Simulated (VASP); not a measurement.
# InSb: elastic constants with LDA

The system is InSb.

```xyz
2
Lattice="0.0000 3.0735 3.0735 3.0735 0.0000 3.0735 3.0735 3.0735 0.0000" Properties=species:S:1:pos:R:3 pbc="T T T"
In    0.0000    0.0000    0.0000
Sb    3.0735    3.0735    3.0735
```

Measurements of this composition are mostly on another form, of space group No. 216.

```
Program                   : VASP 6.6.1
Task                      : elastic constants
Functional                : LDA
Potentials or basis       : VASP PAW LDA potentials, release 64 (In_d, Sb)
Cutoff                    : 600 eV
k mesh                    : 16 × 16 × 16
Occupations               : gaussian, width 0.1 eV
Spin                      : no spin polarisation
Ions in elastic constants : relaxed
Further INCAR settings    : ALGO = Fast; EDIFF = 1e-08; IBRION = 6; POTIM = 0.015; NSW = 1; ISIF = 3
```

```yaml
Relaxed_volume: 26.76 Å³/atom
Relaxed_cell: a = 4.230 Å, b = 4.230 Å, c = 4.230 Å, α = 60.00°, β = 60.00°, γ = 60.00°
Space_group_after_relaxing_to_0.05_Å: Fm-3m (No. 225)
Elastic_constants_C11_C12_C44: 128, 27, 5 GPa
Voigt_bulk_modulus: 61 GPa
Highest_phonon_frequency_at_Γ_LO-TO_splitting_left_out: 112 cm⁻¹
```

Step by step:
| step | energy change (eV) | largest force (eV/Å) | pressure (GPa) | volume (Å³) |
| --- | --- | --- | --- | --- |
| 1 | 0.0000 | 0.0000 | -4.07 | 58.07 |
| 2 | -0.0550 | 0.0000 | 1.77 | 52.08 |
| 3 | -0.0627 | 0.0000 | 0.00 | 53.51 |

Final structure:
```
In Sb
1.0
     0.00000    2.99097    2.99097
     2.99097    0.00000    2.99097
     2.99097    2.99097    0.00000
In Sb
1 1
Cartesian
  0.0000 0.0000 0.0000
  2.9910 2.9910 2.9910
```

Phonon frequencies in cm⁻¹ (negative: imaginary):
| q point | frequencies |
| --- | --- |
| (0.000, 0.000, 0.000) | 0 0 0 112 112 112 |

Elastic tensor in Voigt notation (GPa, in the Cartesian axes of the cell as first typed):
```
128  27  27   0   0   0
 27 128  27   0   0   0
 27  27 128   0   0   0
  0   0   0   5   0   0
  0   0   0   0   5   0
  0   0   0   0   0   5
```

Clamped-ion elastic tensor (GPa):
```
128  27  27   0   0   0
 27 128  27   0   0   0
 27  27 128   0   0   0
  0   0   0   5   0   0
  0   0   0   0   5   0
  0   0   0   0   0   5
```

Run time: 3.1 h on 1 thread of Intel(R) Xeon(R) Platinum 8375C CPU @ 2.90GHz (Ice Lake) (shared host), peak memory 1.6 GiB.

The run has no spin-orbit coupling, so splittings on Sb are missing.
